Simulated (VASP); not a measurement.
A run of VASP 6.6.1 is set up as follows.

POSCAR

```
CdSe
1.0
    0.0000000000      3.0702711986      3.0702711986
    3.0702711986      0.0000000000      3.0702711986
    3.0702711986      3.0702711986      0.0000000000
Cd Se
1 1
Direct
   -0.0020260064     -0.0016105751      0.0004354502
    0.2479290064      0.2484615751      0.2503905498
```

The input INCAR.step1:

```
  ALGO = Normal
  EDIFF = 1E-4
  ENCUT = 520
  GGA = PE
  ISMEAR = -1
  ISPIN = 2
  LASPH = T
  LCHARG = F
  LREAL = F
  LWAVE = T
  MAGMOM = 0 0
  NBANDS = 20
  NELM = 150
  NUPDOWN = 0.0
  PREC = Accurate
  SIGMA = 0.1
```

File INCAR.step2:

```
  ALGO = Normal
  EDIFF = 1E-6
  ENCUT = 520
  ISIF = 2
  ISMEAR = -1
  ISPIN = 2
  ISTART = 1
  IVDW = 13
  LASPH = T
  LCHARG = T
  LELF = T
  LMIXTAU = T
  LORBIT = 11
  LREAL = F
  LVHAR = T
  LWAVE = F
  MAGMOM = 0 0
  METAGGA = R2SCAN
  NBANDS = 20
  NELM = 150
  NUPDOWN = 0.0
  PREC = Accurate
  SIGMA = 0.1
  VDW_A1 = 0.51559235
  VDW_A2 = 5.77342911
  VDW_S6 = 1.0
  VDW_S8 = 0.6018749
```

File KPOINTS:

```
k-points
0
Gamma
  6 6 6
```

Potentials or basis: VASP PAW PBE potentials, release 64 (Cd, Se).

The run is started by

```bash
$ cat potpaw_PBE.64/Cd/POTCAR potpaw_PBE.64/Se/POTCAR > POTCAR
$ cp INCAR.step1 INCAR
$ mpirun -np 1 vasp_std > vasp.out
$ cp INCAR.step2 INCAR
$ mpirun -np 1 vasp_std > vasp.out
```

(1) Estimate the dispersion energy per atom.

(2) What does it give for the pressure?

Results:

(1) -0.115 eV.

(2) -0.5 GPa.

Caveat: the PAW data sets were made with another functional, which shifts forces and pressure a little; the total moment is fixed, so each spin has its own Fermi level.
